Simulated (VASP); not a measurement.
# InP (Fm-3m) in VASP: notebook

One crystal, InP, is run at these levels: PBEsol; tasks: optical spectrum, density of states, electric field gradients, core levels, phonons, elastic constants.

Program: VASP 6.6.1. These are calculated values, not measurements. Logs are shortened: lines on timing, memory, paths and dates and some standing lists are left out, and cuts for length are marked.

## 1. Starting point

The structure is cubic, space group Fm-3m (No. 225). The conventional cell has a = 5.538 Å, b = 5.538 Å, c = 5.538 Å, α = 90.00°, β = 90.00°, γ = 90.00°. In (site symmetry m-3m) is surrounded by 6 P at 2.77 Å. Around P (site symmetry m-3m) lie 6 In at 2.77 Å.

Measurements of this composition are mostly on another form, of space group No. 216.

## 2. Optical spectrum, PBEsol

The input, INCAR:

```
  PREC = Accurate
  ENCUT = 520
  EDIFF = 1E-6
  ISMEAR = 0
  SIGMA = 0.02
  LREAL = F
  LASPH = T
  NELM = 100
  ALGO = Fast
  ISIF = 2
  LWAVE = F
  LCHARG = F
  GGA = PS
  LOPTICS = T
  NBANDS = 57
  NEDOS = 2000
  CSHIFT = 0.1
```

The input, KPOINTS:

```
regular mesh
0
Gamma
  8 8 8
```

The input, POSCAR:

```
InP
1.0
    0.0000000000      2.7688340000      2.7688340000
    2.7688340000      0.0000000000      2.7688340000
    2.7688340000      2.7688340000      0.0000000000
In P
1 1
Direct
    0.0000000000      0.0000000000      0.0000000000
    0.5000000000      0.5000000000      0.5000000000
```

Potentials or basis: VASP PAW PBE potentials, release 64 (In_d, P).

Command:

```bash
$ cat potpaw_PBE.64/In_d/POTCAR potpaw_PBE.64/P/POTCAR > POTCAR
$ mpirun -np 1 vasp_std > vasp.out
```

OUTCAR:

```text
PREC = Accurate
   ENCUT = 520
   EDIFF = 1E-6
   ISMEAR = 0
   LREAL = F
   LASPH = T
   NELM = 100
   ISIF = 2
   GGA = PS

 ion  position               nearest neighbor table
   1  0.000  0.000  0.000-   2 2.77   2 2.77   2 2.77   2 2.77   2 2.77   2 2.77
   2  0.500  0.500  0.500-   1 2.77   1 2.77   1 2.77   1 2.77   1 2.77   1 2.77

  LATTYP: Found a face centered cubic cell.
 ALAT       =     5.5376680000

  Lattice vectors:

 A1 = (   0.0000000000,   2.7688340000,   2.7688340000)
 A2 = (   2.7688340000,   0.0000000000,   2.7688340000)
 A3 = (   2.7688340000,   2.7688340000,   0.0000000000)

Analysis of symmetry for initial positions (statically):
=====================================================================
 Subroutine PRICEL returns:
 Original cell was already a primitive cell.

 Routine SETGRP: Setting up the symmetry group for a
 face centered cubic supercell.

 Subroutine GETGRP returns: Found 48 space group operations
 (whereof 48 operations were pure point group operations)
 out of a pool of 48 trial point group operations.

The static configuration has the point symmetry O_h .

Analysis of symmetry for dynamics (positions and initial velocities):
=====================================================================
 Subroutine PRICEL returns:
 Original cell was already a primitive cell.

 Routine SETGRP: Setting up the symmetry group for a
 face centered cubic supercell.

 Subroutine GETGRP returns: Found 48 space group operations
 (whereof 48 operations were pure point group operations)
 out of a pool of 48 trial point group operations.

The dynamic configuration has the point symmetry O_h .

 Subroutine INISYM returns: Found 48 space group operations
 (whereof 48 operations are pure point group operations),
 and found     1 'primitive' translations

----------------------------------------------------------------------------------------

                                     Primitive cell

  volume of cell :      42.4542

  direct lattice vectors                    reciprocal lattice vectors
     0.000000000  2.768834000  2.768834000    -0.180581429  0.180581429  0.180581429
     2.768834000  0.000000000  2.768834000     0.180581429 -0.180581429  0.180581429
     2.768834000  2.768834000  0.000000000     0.180581429  0.180581429 -0.180581429

  length of vectors
     3.915722595  3.915722595  3.915722595     0.312776210  0.312776210  0.312776210

  position of ions in fractional coordinates (direct lattice)
     0.000000000  0.000000000  0.000000000
     0.500000000  0.500000000  0.500000000

  ion indices of the primitive-cell ions
   primitive index   ion index
                 1           1
                 2           2

----------------------------------------------------------------------------------------

 KPOINTS: regular mesh

Automatic generation of k-mesh.
 Grid dimensions read from file:
 generate k-points for:    8    8    8

 Generating k-lattice:

  Cartesian coordinates                     Fractional coordinates (reciprocal lattice)
    -0.022572679  0.022572679  0.022572679     0.125000000  0.000000000  0.000000000
     0.022572679 -0.022572679  0.022572679     0.000000000  0.125000000  0.000000000
     0.022572679  0.022572679 -0.022572679     0.000000000  0.000000000  0.125000000

  Length of vectors
     0.039097026  0.039097026  0.039097026

  Shift w.r.t. Gamma in fractional coordinates (k-lattice)
     0.000000000  0.000000000  0.000000000

 Subroutine IBZKPT returns following result:
 ===========================================

 Found     29 irreducible k-points:

 Following reciprocal coordinates:
            Coordinates               Weight
  0.000000  0.000000  0.000000      1.000000
  0.125000  0.000000  0.000000      8.000000
  0.250000  0.000000  0.000000      8.000000
  0.375000  0.000000  0.000000      8.000000
  0.500000  0.000000  0.000000      4.000000
  0.125000  0.125000  0.000000      6.000000
[... 16 lines left out ...]
  0.500000  0.250000  0.125000     48.000000
 -0.375000  0.250000  0.125000     24.000000
 [... further k-points ...]
   k-points           NKPTS =     29   k-points in BZ     NKDIM =     29   number of bands    NBANDS=     57
   number of dos      NEDOS =   2000   number of ions     NIONS =      2
   total plane-waves  NPLWV =  27000
   dimension x,y,z NGX =    30 NGY =   30 NGZ =   30
   dimension x,y,z NGXF=    60 NGYF=   60 NGZF=   60
   ions per type =               1   1
   NGX,Y,Z   is equivalent  to a cutoff of  12.74, 12.74, 12.74 a.u.
   NGXF,Y,Z  is equivalent  to a cutoff of  25.47, 25.47, 25.47 a.u.
 SYSTEM =  unknown system
   PREC   = accura    normal or accurate (medium, high low for compatibility)
   ISTART =      0    job   : 0-new  1-cont  2-samecut
   ICHARG =      2    charge: 1-file 2-atom 10-const
   ISPIN  =      1    spin polarized calculation?
   LNONCOLLINEAR =      F non collinear calculations
   LSORBIT =      F    spin-orbit coupling
   LASPH  =      T    aspherical Exc in radial PAW
   ENCUT  =  520.0 eV  38.22 Ry    6.18 a.u.   7.28  7.28  7.28*2*pi/ulx,y,z
   NELM   =    100;   NELMIN=  2; NELMDL= -5     # of ELM steps
   EDIFF  = 0.1E-05   stopping-criterion for ELM
   LREAL  =      F    real-space projection
   EDIFFG = 0.1E-04   stopping-criterion for IOM
   NSW    =      0    number of steps for IOM
   IBRION =     -1    ionic relax: 0-MD 1-quasi-New 2-CG
   NFREE  =      0    steps in history (QN), initial steepest desc. (CG)
   ISIF   =      2    stress and relaxation
   ISYM   =      2    0-nonsym 1-usesym 2-fastsym
   POTIM  = 0.5000    time-step for ionic-motion
   TEBEG  =    0.0;   TEEND  =   0.0 temperature during run
   PSTRESS=    0.0 pullay stress
   NELECT =      18.0000    total number of electrons
   NUPDOWN=      -1.0000    fix difference up-down
   EMIN   =  10.00;   EMAX   =-10.00  energy-range for DOS
   EFERMI =   0.00;   METHOD = LEGACY
   ISMEAR =     0;   SIGMA  =   0.02  broadening in eV -4-tet -1-fermi 0-gaus
   EFERMI_NEDOS =   21; number of points for ismear=-14 and -15
   IALGO  =     68    algorithm
   IMIX   =      4    mixing-type and parameters
     AMIX     =   0.40;   BMIX     =  1.00
     AMIX_MAG =   1.60;   BMIX_MAG =  1.00
  volume/ion in A,a.u.               =      21.23       143.25
  Fermi-wavevector in a.u.,A,eV,Ry     =   1.229869  2.324115 20.579860  1.512577
  Thomas-Fermi vector in A             =   2.364739
   LORBIT       =      0    0 simple, 1 ext, 2 COOP (PROOUT), +10 PAW based schemes
   GGA     = PS    functional components
   LHFCALC =     F    Hartree Fock is set to
   AEXX    =    0.0000 exact exchange contribution
   IVDW    =     0    specifies the selected vdW correction
   LEPSILON=     F    determine dielectric tensor
   LRPA    =     F    only Hartree local field effects (RPA)
 non-spin polarized calculation
 RMM-DIIS sequential band-by-band and
 Gauss-broadening in eV      SIGMA  =   0.02
  energy-cutoff  :      520.00
  volume of cell :       42.45
 maximum number of plane-waves:      1162
 NGX is ok and might be reduce to    30
   NGX = 15   NGY = 15   NGZ = 15

 number of electron      18.0000009 magnetization

 Free energy of the ion-electron system (eV)
  ---------------------------------------------------
  ext. energy  EPLUGINS =         0.00000000
  ---------------------------------------------------
  free energy    TOTEN  =        -8.76475061 eV

  energy without entropy =       -8.76440990  energy(sigma->0) =       -8.76458026

 E-fermi :   7.0195     XC(G=0): -10.5512

 val. band max:        7.0037664480   @ k =   0.3750   0.0000   0.0000
 cond. band min:       7.0369324736   @ k =  -0.3750   0.3750   0.0000
 fundamental gap:      0.0331660257
 Fermi energy:         7.0195246672

 k-point     1 :       0.0000    0.0000    0.0000
  band No.  band energies     occupation
      1      -7.2433      2.00000
      2      -7.2433      2.00000
      3      -7.2228      2.00000
      4      -7.2228      2.00000
      5      -7.2228      2.00000
      6      -5.0864      2.00000
[... 13 lines left out ...]
     20      21.2803      0.00000
     21      32.1059      0.00000
[... 529 lines left out ...]
 k-point    24 :      -0.3750    0.2500    0.1250
  band No.  band energies     occupation
      1      -7.3882      2.00000
      2      -7.2751      2.00000
      3      -7.2093      2.00000
      4      -7.1741      2.00000
      5      -7.1317      2.00000
      6      -2.4605      2.00000
[... 13 lines left out ...]
     20      25.2116      0.00000
     21      25.6515      0.00000

 [... further k-points ...]

 [bands above 21 left out]

------------------------ aborting loop because EDIFF is reached ----------------------------------------

  FORCE on cell =-STRESS in cart. coord.  units (eV):
  Direction    XX          YY          ZZ          XY          YZ          ZX
  --------------------------------------------------------------------------------------
  -------------------------------------------------------------------------------------
  Total       -0.8975137     -0.8975137     -0.8975137     -0.0000000      0.0000000     -0.0000000
  in kB      -33.8712245    -33.8712245    -33.8712245     -0.0000000      0.0000000     -0.0000000
  external PRESSURE =     -33.8712245 kB  Pullay stress =       0.0000000 kB

 VOLUME and BASIS-vectors are now :
 -----------------------------------------------------------------------------
  energy-cutoff  :      520.00
  volume of cell :       42.45
      direct lattice vectors                 reciprocal lattice vectors
     0.000000000  2.768834000  2.768834000    -0.180581429  0.180581429  0.180581429
     2.768834000  0.000000000  2.768834000     0.180581429 -0.180581429  0.180581429
     2.768834000  2.768834000  0.000000000     0.180581429  0.180581429 -0.180581429

 POSITION                                       TOTAL-FORCE (eV/Angst)
 -----------------------------------------------------------------------------------
      0.00000      0.00000      0.00000         0.000000      0.000000      0.000000
      2.76883      2.76883      2.76883        -0.000000      0.000000     -0.000000
 -----------------------------------------------------------------------------------
    total drift:                               -0.000000      0.000000      0.000000

  FREE ENERGIE OF THE ION-ELECTRON SYSTEM (eV)
  ---------------------------------------------------
  free  energy   TOTEN  =        -8.7647506120 eV

  energy  without entropy=       -8.7644099043  energy(sigma->0) =       -8.76458026

 electrical conductivity sigma (Mega S m-1) (frequency dependency in vasprun.xml)
  --------------------------------------------------------------------------------------
       0.104      -0.000       0.000
       0.000       0.104       0.000
       0.000      -0.000       0.104

  frequency dependent IMAGINARY DIELECTRIC FUNCTION (independent particle, no local field effects) density-density
     E(ev)      X         Y         Z        XY        YZ        ZX
  --------------------------------------------------------------------------------------------------------------
     0.00000     0.00000     0.00000     0.00000     0.00000     0.00000     0.00000
     0.82115    11.56816    11.56816    11.56816    -0.00000     0.00000    -0.00000
     1.64230    22.20673    22.20673    22.20673    -0.00000    -0.00000    -0.00000
     2.46345    62.42165    62.42165    62.42165    -0.00000     0.00000     0.00000
     3.28459     9.20200     9.20200     9.20200    -0.00000    -0.00000     0.00000
     4.10574     5.82103     5.82103     5.82103    -0.00000    -0.00000     0.00000
[... 92 lines left out ...]
    80.47257     0.00030     0.00030     0.00030     0.00000    -0.00000    -0.00000
    81.29372     0.00029     0.00029     0.00029     0.00000    -0.00000    -0.00000

  frequency dependent      REAL DIELECTRIC FUNCTION (independent particle, no local field effects) density-density
     E(ev)        X           Y           Z          XY          YZ          ZX
  --------------------------------------------------------------------------------------------------------------
     0.00000    30.10943    30.10943    30.10943    -0.00000     0.00000    -0.00000
     0.82115    20.78453    20.78453    20.78453    -0.00000     0.00000    -0.00000
     1.64230    59.68559    59.68559    59.68559    -0.00000     0.00000    -0.00000
     2.46345    -6.78736    -6.78736    -6.78736    -0.00000     0.00000     0.00000
     3.28459   -14.84509   -14.84509   -14.84509     0.00000    -0.00000    -0.00000
     4.10574    -5.80954    -5.80954    -5.80954     0.00000    -0.00000     0.00000
[... 92 lines left out ...]
    80.47257     0.91350     0.91350     0.91350     0.00000    -0.00000     0.00000
    81.29372     0.91593     0.91593     0.91593     0.00000    -0.00000     0.00000

  frequency dependent IMAGINARY DIELECTRIC FUNCTION (independent particle, no local field effects) current-current
     E(ev)      X         Y         Z        XY        YZ        ZX
  --------------------------------------------------------------------------------------------------------------
     0.00000   141.35399   141.35399   141.35399     0.00000    -0.00000     0.00000
     0.82115    16.11832    16.11832    16.11832     0.00000    -0.00000     0.00000
     1.64230    29.33522    29.33522    29.33522     0.00000    -0.00000     0.00000
     2.46345    61.69699    61.69699    61.69699     0.00000    -0.00000     0.00000
     3.28459     8.22056     8.22056     8.22056    -0.00000    -0.00000     0.00000
     4.10574     5.48462     5.48462     5.48462     0.00000    -0.00000    -0.00000
[... 92 lines left out ...]
    80.47257     0.00009     0.00009     0.00009     0.00000     0.00000     0.00000
    81.29372     0.00008     0.00008     0.00008     0.00000     0.00000     0.00000

  frequency dependent      REAL DIELECTRIC FUNCTION (independent particle, no local field effects) current-current
     E(ev)        X           Y           Z          XY          YZ          ZX
  --------------------------------------------------------------------------------------------------------------
     0.00000    29.43687    29.43687    29.43687     0.00000    -0.00000     0.00000
     0.82115    18.14494    18.14494    18.14494     0.00000    -0.00000     0.00000
     1.64230    56.89976    56.89976    56.89976    -0.00000    -0.00000     0.00000
     2.46345   -11.85512   -11.85512   -11.85512     0.00000     0.00000    -0.00000
     3.28459   -15.35892   -15.35892   -15.35892    -0.00000     0.00000    -0.00000
     4.10574    -6.07040    -6.07040    -6.07040     0.00000     0.00000    -0.00000
[... 92 lines left out ...]
    80.47257     0.91355     0.91355     0.91355    -0.00000     0.00000    -0.00000
    81.29372     0.91597     0.91597     0.91597    -0.00000     0.00000    -0.00000
```

It took 71 s on 1 thread of Intel Xeon Platinum 8259CL at 2.50GHz (Skylake/Cascade Lake), shared host; peak memory 0.22 GiB.

Results:

* Free energy: -8.7648 eV
* Pressure: -3.4 GPa
* Band gap on the k mesh: none (metal or under the smearing width)

Dielectric function (mean over the directions given):
```csv
energy (eV),real part,imaginary part
0.33,31.74,1.26
0.82,20.78,11.57
1.31,36.63,4.43
1.81,43.76,52.20
2.30,12.39,41.65
2.79,-13.82,23.82
3.28,-14.85,9.20
3.78,-7.34,12.46
4.35,-2.54,6.29
4.84,-2.92,7.19
5.34,-8.56,6.54
5.83,-1.08,2.97
6.32,-2.78,6.38
6.82,-3.90,3.40
7.31,-2.10,3.19
7.80,-2.58,2.28
8.38,-1.83,1.62
8.87,-2.25,2.07
9.36,-1.76,0.86
9.85,-1.20,1.43
10.35,-1.27,1.14
10.84,-1.28,0.64
11.33,-0.86,0.85
11.82,-0.78,0.54
12.40,-0.56,0.39
12.89,-0.29,0.27
13.38,-0.23,0.44
13.88,-0.16,0.20
14.37,0.02,0.25
14.86,0.10,0.20
15.36,0.31,0.23
15.85,0.37,0.29
16.42,0.26,0.29
16.92,0.37,0.20
17.41,0.60,0.27
17.90,0.59,0.50
18.39,0.37,0.42
18.89,0.51,0.30
19.38,0.46,0.47
19.95,0.62,0.30
```

Caveat: spectra need much finer meshes, so this one isn't converged; independent-particle spectra lack excitons; the intraband (Drude) part of a metal's response may be missing; the PAW data sets were made with another functional, which shifts forces and pressure a little.

## 3. Density of states, PBEsol

POSCAR is that of step 2.

The input, INCAR.step1:

```
PREC = Accurate ; ENCUT = 520
EDIFF = 1E-6 ; ISMEAR = 0
SIGMA = 0.02 ; LREAL = F
LASPH = T ; NELM = 60
ALGO = Fast ; ISIF = 2
LWAVE = F ; LCHARG = T
GGA = PS ; NBANDS = 16
```

The input, KPOINTS.step1:

```
Automatic mesh
0
Gamma
  8 8 8
```

The input, INCAR.step2:

```
PREC = Accurate ; ENCUT = 520
EDIFF = 1E-6 ; ISMEAR = -5
SIGMA = 0.02 ; LREAL = F
LASPH = T ; NELM = 60
ALGO = Fast ; ISIF = 2
LWAVE = F ; LCHARG = F
GGA = PS ; LORBIT = 11
NBANDS = 16 ; NEDOS = 1001
ICHARG = 11
```

The input, KPOINTS.step2:

```
Automatic mesh
0
Gamma
  12 12 12
```

Potentials or basis: VASP PAW PBE potentials, release 64 (In_d, P).

Command:

```bash
$ cat potpaw_PBE.64/In_d/POTCAR potpaw_PBE.64/P/POTCAR > POTCAR
$ cp INCAR.step1 INCAR
$ cp KPOINTS.step1 KPOINTS
$ mpirun -np 1 vasp_std > vasp.out
$ cp INCAR.step2 INCAR
$ cp KPOINTS.step2 KPOINTS
$ mpirun -np 1 vasp_std > vasp.out
```

Wall time 65 s (1 thread of Intel Xeon Platinum 8259CL at 2.50GHz (Skylake/Cascade Lake), shared host); peak memory 0.19 GiB.

The run converged. Its results:

- Valence electrons inside the program's atomic spheres: In 11.34; P 2.45

Levels at points of the mesh, in eV from the Fermi level:
| k point | band 6 | band 7 | band 8 | band 9 | band 10 | band 11 | band 12 | band 13 |
| --- | --- | --- | --- | --- | --- | --- | --- | --- |
| (0.00, 0.00, 0.00) | -11.99 | -0.22 | -0.22 | -0.22 | 0.51 | 7.09 | 7.09 | 7.09 |
| (0.50, 0.00, 0.00) | -9.87 | -6.66 | 0.21 | 0.21 | 2.44 | 3.37 | 3.37 | 5.18 |
| (0.50, 0.50, 0.00) | -8.76 | -4.96 | -2.54 | -2.31 | -2.31 | 3.78 | 9.84 | 9.84 |

States per cell in windows of 1 eV (zero at the Fermi level; states under -8 eV left out):
```csv
from (eV),total,P2_p,In1_p,In1_s,P2_s,In1_d,P2_d
-8.0,0.00,0.00,0.00,0.00,0.00,0.00,0.00
-7.0,0.20,0.03,0.00,0.07,0.00,0.00,0.00
-6.0,0.91,0.11,0.02,0.29,0.04,0.01,0.00
-5.0,0.70,0.10,0.04,0.15,0.06,0.01,0.00
-4.0,0.74,0.14,0.08,0.08,0.03,0.01,0.00
-3.0,1.05,0.25,0.14,0.05,0.02,0.02,0.00
-2.0,1.19,0.33,0.14,0.04,0.02,0.03,0.00
-1.0,1.22,0.40,0.10,0.04,0.01,0.04,0.00
0.0,0.49,0.12,0.05,0.07,0.01,0.01,0.00
1.0,0.60,0.10,0.08,0.12,0.02,0.01,0.00
2.0,0.84,0.12,0.12,0.14,0.05,0.02,0.00
3.0,0.52,0.04,0.13,0.02,0.03,0.01,0.00
4.0,1.58,0.13,0.32,0.03,0.06,0.06,0.00
5.0,1.25,0.17,0.20,0.05,0.02,0.05,0.00
6.0,1.39,0.23,0.21,0.06,0.02,0.05,0.00
7.0,1.19,0.21,0.16,0.03,0.01,0.05,0.00
```

Caveat: the PAW data sets were made with another functional, which shifts forces and pressure a little; tetrahedron occupations give inexact forces and stress in metals.

(Continued in part 2 of 3.)
